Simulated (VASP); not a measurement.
Set up this calculation in VASP 6.6.1, as the native input.

```
Task                               : band structure
Functional                         : PBE0
Potentials or basis                : VASP PAW PBE potentials, release 64 (Cu, Cl)
Cutoff                             : 520 eV
k mesh                             : 8 × 8 × 8
Occupations                        : gaussian, width 0.03 eV
Spin                               : no spin polarisation
Grid for exact exchange (PRECFOCK) : Fast
Exchange at q = 0                  : truncated
Further INCAR settings             : ALGO = Normal; EDIFF = 1e-07; NBANDS = 16
```

CuCl (Nantokite):

```xyz
2
Lattice="0.0000 2.6498 2.6498 2.6498 0.0000 2.6498 2.6498 2.6498 0.0000" Properties=species:S:1:pos:R:3 pbc="T T T"
Cu    0.0000    0.0000    0.0000
Cl    1.3249    1.3249    1.3249
```

These files were run (other wordings do the same):

POSCAR

```
CuCl                                    
1.0
    0.0000000000      2.6497729771      2.6497729771
    2.6497729771      0.0000000000      2.6497729771
    2.6497729771      2.6497729771      0.0000000000
  Cu              Cl            
     1     1
Direct
     0.0000000000000000    0.0000000000000000    0.0000000000000000
     0.2500000000000000    0.2500000000000000    0.2500000000000000
```

INCAR.step1

```
SYSTEM = CuCl
  PREC = Accurate
  ENCUT = 520
  EDIFF = 1E-5
  ISMEAR = 0
  SIGMA = 0.03
  LREAL = .FALSE.
  LASPH = .TRUE.
  NELM = 80
  ALGO = Normal
  ISIF = 2
  LWAVE = .TRUE.
  LCHARG = .FALSE.
  LMAXMIX = 4
  NBANDS = 16
  KPAR = 8
  GGA = PE
```

INCAR.step2

```
SYSTEM = CuCl
  PREC = Accurate
  ENCUT = 520
  EDIFF = 1E-7
  ISMEAR = 0
  SIGMA = 0.03
  LREAL = .FALSE.
  LASPH = .TRUE.
  NELM = 80
  ALGO = Normal
  ISIF = 2
  LWAVE = .FALSE.
  LCHARG = .FALSE.
  LMAXMIX = 4
  GGA = PE
  LHFCALC = .TRUE.
  AEXX = 0.25
  PRECFOCK = Fast
  HFRCUT = -1
  NBANDS = 16
  KPAR = 8
  ISTART = 1
```

KPOINTS

```
Automatic mesh
0
G
  8 8 8
  0 0 0
```

KPOINTS_OPT

```
explicit points
6
Reciprocal
 0.0000000000  0.0000000000  0.0000000000 1
 0.3750000000  0.3750000000  0.7500000000 1
 0.5000000000  0.5000000000  0.5000000000 1
 0.6250000000  0.2500000000  0.6250000000 1
 0.5000000000  0.2500000000  0.7500000000 1
 0.5000000000  0.0000000000  0.5000000000 1
```

Potentials or basis: VASP PAW PBE potentials, release 64 (Cu, Cl).

Command:

```sh
$ cat potpaw_PBE.64/Cu/POTCAR potpaw_PBE.64/Cl/POTCAR > POTCAR
$ cp INCAR.step1 INCAR
$ mpirun -np 8 vasp_std > vasp.out
$ cp INCAR.step2 INCAR
$ mpirun -np 8 vasp_std > vasp.out
```

It gave:

```json
{
 "Pressure": "4.4 GPa",
 "Band gap on the k mesh": "3.13 eV, direct",
 "Band gap along the path": "3.13 eV, direct"
}
```

Caveat: the PAW data sets were made with another functional, which shifts forces and pressure a little.

Wall time 8 min on 8 MPI ranks on Intel(R) Xeon(R) 6975P-C (Granite Rapids), with other jobs on the host, peak memory 0.24 GiB a rank.
